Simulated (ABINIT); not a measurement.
# RbBr (Fm-3m): G0W0 with and without spin-orbit coupling

Is the spin-orbit change of the gap of RbBr (Fm-3m) the same in DFT and in GW?

Main program and level: ABINIT 10.8.3; PBE and many-body steps on it, plane waves.

The database entry behind the starting cell differs from later determinations by our own check (about 0.5 % short), so it need not match the best structure at ambient conditions.

## (1) Set-up

The structure is cubic, space group Fm-3m (No. 225). The conventional cell has a = 6.854 Å, b = 6.854 Å, c = 6.854 Å, α = 90.00°, β = 90.00°, γ = 90.00°. Rb has 6 Br at 3.43 Å nearest. Nearest to Br lie 6 Rb at 3.43 Å. Farther neighbours and most contacts between anions are not listed.

The cell and positions come from the Crystallography Open Database and are kept as given unless a step says otherwise.

## (2) Empty states on the mesh, 4×4×4 mesh, 51 bands

This step: ABINIT 10.8.3; DFT, PBE, plane waves, norm-conserving pseudopotentials.

The sums over transitions need many empty states on a uniform mesh; this step solves for them.

The input, run.abi:

```
acell 3*1.0 Angstrom
rprim 
  0.000000000000 3.427000000000 3.427000000000
  3.427000000000 0.000000000000 3.427000000000
  3.427000000000 3.427000000000 -0.000000000000
ntypat 2
znucl 37 35
natom 2
typat 1 2
xred 
  0.000000000000 0.000000000000 0.000000000000
  0.500000000000 0.500000000000 0.500000000000
pp_dirpath "pseudos"
pseudos "Rb.upf, Br.upf"
ecut 19
ngkpt 4 4 4
nshiftk 1
shiftk 0 0 0
kptopt 1
chksymbreak 0
iscf -2
irdden 1
istwfk *1
nband 51
nbdbuf 4
tolwfr 1e-09
nstep 60
prtvol 0
indata_prefix "in"
outdata_prefix "out"
tmpdata_prefix "tmp"
```

Launch:

```
$ OMP_NUM_THREADS=1 mpirun -n 4 abinit run.abi > log
```

Numbers of over 12 decimals in the logs are rounded to 6 here.

The log of the run:

```text
.Version 10.8.3 of ABINIT. v10.8.2 released Aug 2026.

 Symmetries : space group Fm -3 m (#225); Bravais cF (face-center cubic)
[... echo of the input left out ...]
== DATASET  1 ==================================================================
-   mpi_nproc: 4, omp_nthreads: 1 (-1 if OMP is not activated)

--- !DatasetInfo
iteration_state: {dtset: 1, }
dimensions: {natom: 2, nkpt: 8, mband: 51, nsppol: 1, nspinor: 1, nspden: 1, mpw: 2180, }
cutoff_energies: {ecut:  19.0, pawecutdg:  -1.0, }
[...]
0.89193    0.89193    0.89193    0.91750    1.07947    1.07947    1.07947    1.11385
   1.11385    1.11385    1.14862    1.18849    1.18849    1.18849    1.18933    1.18933
   1.18933    1.19094    1.22369
 prteigrs : prtvol=0 or 1, do not print more k-points.

== END DATASET(S) ==============================================================
================================================================================

 -outvars: echo values of variables after computation  --------
            nband          51
             nkpt           8
          spgroup         225
 [... the other variables as echoed above ...]

 Calculation completed.
```

The job ended after 12 s (4 MPI ranks of Arm Neoverse N1, shared host; peak memory 0.25 GiB; 46 s of CPU time).

This step gave:

| Item | Value |
| --- | --- |
| gap | 4.364 eV |
| k of the valence top | 0, 0, 0 |
| k of the conduction bottom | 0, 0, 0 |
| least direct gap | 4.364 eV |
| k points computed | 8 |
| lowest point of the top converged band, above the valence top | 32.08 eV |

On this mesh the gap is 4.364 eV.

The density comes from a self-consistent run that is not shown.

## (3) Screening, 4×4×4 mesh, 47 bands, screening to 98 eV

The RPA dielectric matrix is built and inverted for each q.

This step: RPA screening on PBE, plane waves, norm-conserving pseudopotentials.

Edit run.abi of step 2 so:

```diff
@@ -20,10 +20,11 @@
 chksymbreak 0
-iscf -2
-irdden 1
 istwfk *1
-nband 51
-nbdbuf 4
-tolwfr 1e-09
-nstep 60
-prtvol 0
+occopt 1
+irdwfk 1
+optdriver 3
+nband 47
+ecuteps 3.6
+inclvkb 0
+awtr 1
+symchi 1
 indata_prefix "in"
```

The log of the run:

```text
.Version 10.8.3 of ABINIT. v10.8.2 released Aug 2026.

 Symmetries : space group Fm -3 m (#225); Bravais cF (face-center cubic)
[... echo of the input left out ...]
== DATASET  1 ==================================================================
-   mpi_nproc: 4, omp_nthreads: 1 (-1 if OMP is not activated)

--- !DatasetInfo
iteration_state: {dtset: 1, }
dimensions: {natom: 2, nkpt: 8, mband: 47, nsppol: 1, nspinor: 1, nspden: 1, mpw: 2180, }
cutoff_energies: {ecut:  19.0, pawecutdg:  -1.0, }
electrons: {nelect:   1.60000000E+01, charge:   0.00000000E+00, occopt:   1.00000000E+00, tsmear:   1.00000000E-02, }

 SCREENING: Calculation of the susceptibility and dielectric matrices

 Based on a program developped by R.W. Godby, V. Olevano, G. Onida, and L. Reining.
 Incorporated in ABINIT by V. Olevano, G.-M. Rignanese, and M. Torrent.
.Using double precision arithmetic ; gwpc =  8

[... cell and pseudopotentials left out ...]
--------------------------------------------------------------------------------

 ==== K-mesh for the wavefunctions ====
 Number of points in the irreducible wedge :     8
[... list of points left out ...]
 Together with 48 symmetry operations and time-reversal symmetry
 yields    64 points in the full Brillouin Zone.

 ==== Q-mesh for the screening function ====
 Number of points in the irreducible wedge :     8
[... list of points left out ...]
 Together with 48 symmetry operations and time-reversal symmetry
 yields    64 points in the full Brillouin Zone.

 setmesh: FFT mesh size selected  =    25x   25x   25
          total number of points  =        15625

 vcoul_init : cutoff-mode = AUXILIARY_FUNCTION
 q-points for optical limit:   1
     1)      0.000010    0.000020    0.000030

- screening: taking advantage of time-reversal symmetry
- Maximum band index for partially occupied states nbvw = 8
- Remaining bands to be divided among processors   nbcw = 39
- Number of bands treated by each node ~9

 Number of electrons calculated from density =   16.0000; Expected =   16.0000
 average of density, n =  0.029454
 r_s =    2.0087
 omega_plasma =   16.5551 [eV]

 calculating chi0 at frequencies [eV] :
  1    0.000000E+00    0.000000E+00
  2    0.000000E+00    1.655507E+01

--------------------------------------------------------------------------------
  q-point number  1        q = ( 0.000000, 0.000000, 0.000000) [r.l.u.]
--------------------------------------------------------------------------------
[... chi0 elements left out ...]
 For q-point:  0.000010 0.000020 0.000030
  dielectric constant =   2.3095
  dielectric constant without local fields =   2.7653

  Average fulfillment of the sum rule on Im[epsilon] for q-point    1 :     61.92  [%]
[... wings left out ...]
  q-point number  2        q = ( 0.250000, 0.000000, 0.000000) [r.l.u.]
--------------------------------------------------------------------------------
[... chi0 elements left out ...]
  Average fulfillment of the sum rule on Im[epsilon] for q-point    2 :     82.75  [%]

 [... 6 further q-points ...]
```

Wall time 12 s (4 MPI ranks); peak memory 0.43 GiB.

This step gave:

```
ε∞ with local fields, on this mesh, along the program's q direction : 2.309
the same without local fields                                       : 2.765
plasma frequency                                                    : 16.56 eV
plane waves in the screening matrix                                 : 169
```

Local fields lower ε∞ by 16 %.

## (4) Scalar-relativistic

The self-energy is evaluated for the states that the input lists, and the levels follow from it, in one-shot runs by the linearised quasiparticle equation.

This step: G0W0 on PBE, plane waves, norm-conserving pseudopotentials.

Edit run.abi of step 3 so:

```diff
@@ -23,8 +23,15 @@
 irdwfk 1
-optdriver 3
+optdriver 4
 nband 47
+gwcalctyp 0
+ecutsigx 19
+symsigma 1
+nkptgw 1
+kptgw 
+  0.0000000000 0.0000000000 0.0000000000
+bdgw 
+  6 12
 ecuteps 3.6
-inclvkb 0
-awtr 1
-symchi 1
+irdscr 1
+ppmodel 1
 indata_prefix "in"
```

The log of the run:

```text
.Version 10.8.3 of ABINIT. v10.8.2 released Aug 2026.

 Symmetries : space group Fm -3 m (#225); Bravais cF (face-center cubic)
[... echo of the input left out ...]
== DATASET  1 ==================================================================
-   mpi_nproc: 4, omp_nthreads: 1 (-1 if OMP is not activated)

--- !DatasetInfo
iteration_state: {dtset: 1, }
dimensions: {natom: 2, nkpt: 8, mband: 47, nsppol: 1, nspinor: 1, nspden: 1, mpw: 2180, }
cutoff_energies: {ecut:  19.0, pawecutdg:  -1.0, }
electrons: {nelect:   1.60000000E+01, charge:   0.00000000E+00, occopt:   1.00000000E+00, tsmear:   1.00000000E-02, }

 SIGMA: Calculation of the GW corrections

 Based on a program developped by R.W. Godby, V. Olevano, G. Onida, and L. Reining.
 Incorporated in ABINIT by V. Olevano, G.-M. Rignanese, and M. Torrent.
.Using double precision arithmetic ; gwpc =  8

[... cell and pseudopotentials left out ...]
--------------------------------------------------------------------------------

 ==== K-mesh for the wavefunctions ====
 Number of points in the irreducible wedge :     8
[... list of points left out ...]
 Together with 48 symmetry operations and time-reversal symmetry
 yields    64 points in the full Brillouin Zone.

 ==== Q-mesh for screening function ====
 Number of points in the irreducible wedge :     8
[... list of points left out ...]
 Together with 48 symmetry operations and time-reversal symmetry
 yields    64 points in the full Brillouin Zone.

 vcoul_init : cutoff-mode = AUXILIARY_FUNCTION
 q-points for optical limit:   1
     1)      0.000010    0.000020    0.000030
 setmesh: FFT mesh size selected  =    36x   36x   36
          total number of points  =        46656

 Number of electrons calculated from density =   16.0000; Expected =   16.0000
 average of density, n =  0.029454
 r_s =    2.0087
 omega_plasma =   16.5551 [eV]

 === KS Band Gaps ===
  >>>> For spin  1
   Minimum direct gap =   4.3636 [eV], located at k-point      :   0.0000  0.0000  0.0000
   Fundamental gap    =   4.3636 [eV], Top of valence bands at :   0.0000  0.0000  0.0000
                                       Bottom of conduction at :   0.0000  0.0000  0.0000
 SIGMA fundamental parameters:
 PLASMON POLE MODEL  1
 number of plane-waves for SigmaX                 2109
 number of plane-waves for SigmaC and W            169
 number of plane-waves for wavefunctions          2109
 number of bands                                    47
 number of independent spin polarizations            1
 number of spinorial components                      1
 number of k-points in IBZ                           8
 number of q-points in IBZ                           8
 number of symmetry operations                      48
 number of k-points in BZ                           64
 number of q-points in BZ                           64
 number of frequencies for dSigma/dE                 9
 frequency step for dSigma/dE [eV]                0.25
 number of omega for Sigma on real axis              0
 max omega for Sigma on real axis  [eV]           0.00
 zcut for avoiding poles [eV]                     0.10

 EPSILON^-1 parameters (SCR file):
 dimension of the eps^-1 matrix on file            169
 dimension of the eps^-1 matrix used               169
 number of plane-waves for wavefunctions          2109
 number of bands                                    47
 number of q-points in IBZ                           8
 number of frequencies                               2
 number of real frequencies                          1
 number of imag frequencies                          1

 matrix elements of self-energy operator (all in [eV])

 Perturbative Calculation

--- !SelfEnergy_ee
iteration_state: {dtset: 1, }
kpoint     : [   0.000,    0.000,    0.000, ]
spin       : 1
KS_gap     :    4.364
QP_gap     :    6.524
Delta_QP_KS:    2.160
data: !SigmaeeData |
     Band     E0 <VxcDFT>   SigX SigC(E0)      Z dSigC/dE  Sig(E)    E-E0       E
        6  -1.042 -12.668 -16.491   2.175   0.819  -0.220 -14.018  -1.350  -2.392
        7  -1.042 -12.668 -16.491   2.175   0.819  -0.220 -14.018  -1.350  -2.392
        8  -1.042 -12.668 -16.491   2.175   0.819  -0.220 -14.018  -1.350  -2.392
        9   3.322  -6.375  -2.894  -2.551   0.871  -0.148  -5.565   0.810   4.132
       10   6.243  -7.381  -3.248  -2.518   0.867  -0.153  -5.980   1.400   7.644
       11   6.243  -7.381  -3.248  -2.518   0.867  -0.153  -5.980   1.400   7.644
       12   6.243  -7.381  -3.248  -2.518   0.867  -0.153  -5.980   1.400   7.644

== END DATASET(S) ==============================================================
================================================================================

 -outvars: echo values of variables after computation  --------
           etotal      0.0000000000E+00
            nband          47
             nkpt           8
          spgroup         225
 [... the other variables as echoed above ...]

 Calculation completed.
```

Elapsed: 5.3 s, on 4 MPI ranks; peak memory 0.3 GiB.

Numbers from this step:

| Item | Value |
| --- | --- |
| G0W0 gap on the points computed | 6.524 eV |
| starting gap on the mesh | 4.364 eV |
| k of the valence top | 0, 0, 0 |
| k of the conduction bottom | 0, 0, 0 |
| Z at the valence top | 0.819 |
| Z at the conduction bottom | 0.871 |
| least direct G0W0 gap on the computed points | 6.524 eV |

The gap on the mesh goes from 4.36 eV to 6.52 eV, a correction of +2.16 eV.

## (5) Empty states on the mesh, 4×4×4 mesh, 102 bands

This step: DFT, PBE with spin-orbit coupling, plane waves, norm-conserving pseudopotentials.

Edit run.abi of step 4 so:

```diff
@@ -15,2 +15,3 @@
 ecut 19
+nspinor 2
 ngkpt 4 4 4
@@ -20,18 +21,10 @@
 chksymbreak 0
+iscf -2
+irdden 1
 istwfk *1
-occopt 1
-irdwfk 1
-optdriver 4
-nband 47
-gwcalctyp 0
-ecutsigx 19
-symsigma 1
-nkptgw 1
-kptgw 
-  0.0000000000 0.0000000000 0.0000000000
-bdgw 
-  6 12
-ecuteps 3.6
-irdscr 1
-ppmodel 1
+nband 102
+nbdbuf 8
+tolwfr 1e-09
+nstep 60
+prtvol 0
 indata_prefix "in"
```

The log of the run:

```text
.Version 10.8.3 of ABINIT. v10.8.2 released Aug 2026.

 Symmetries : space group Fm -3 m (#225); Bravais cF (face-center cubic)
[... echo of the input left out ...]
== DATASET  1 ==================================================================
-   mpi_nproc: 4, omp_nthreads: 1 (-1 if OMP is not activated)

--- !DatasetInfo
iteration_state: {dtset: 1, }
dimensions: {natom: 2, nkpt: 8, mband: 102, nsppol: 1, nspinor: 2, nspden: 1, mpw: 2180, }
cutoff_energies: {ecut:  19.0, pawecutdg:  -1.0, }
[...]
1.11380    1.11380    1.11380    1.11380    1.14856    1.14856    1.18845    1.18845
   1.18845    1.18845    1.18845    1.18845    1.18909    1.18909    1.18909    1.18909
   1.18981    1.18981    1.19088    1.19088    1.22005    1.22046
 prteigrs : prtvol=0 or 1, do not print more k-points.

== END DATASET(S) ==============================================================
================================================================================

 -outvars: echo values of variables after computation  --------
            nband         102
             nkpt           8
          spgroup         225
 [... the other variables as echoed above ...]

 Calculation completed.
```

It took 69 s on 4 MPI ranks; peak memory 0.33 GiB.

Numbers from this step:

* gap: 4.202 eV
* k of the valence top: 0, 0, 0
* k of the conduction bottom: 0, 0, 0
* least direct gap: 4.202 eV
* k points computed: 8
* lowest point of the top converged band, above the valence top: 31.91 eV

On this mesh the gap is 4.202 eV.

The density comes from a self-consistent run that is not shown, made with spin-orbit coupling and fully relativistic files.

(Continued in part 2 of 2.)

[Paths, hosts, dates, memory and timing lines, banners, echoed tables and standing remarks are left out of the program output.]

[Logs are printed without paths, hosts, clocks, repeated set-up lines and the standing remarks that a program may print on its own settings, such as how far it seeks lower states.]

[Runs of the session that timed out or met a known fault of the program may be left out.]

[Hosts, paths, dates, database ids (printed as entryN), source tags and the programs' standing remarks are cut or masked in the printed files.]

[G0W0 gaps are taken among the corrected bands and points alone; a level outside them can change the order at an edge.]

[Where Ansatz stands beside ABINIT at settings called matched, ABINIT's density can come from a denser mesh and the files from another edition; pairs whose starting gaps differed by over 0.03 eV were left out, so agreement reads better than it is.]
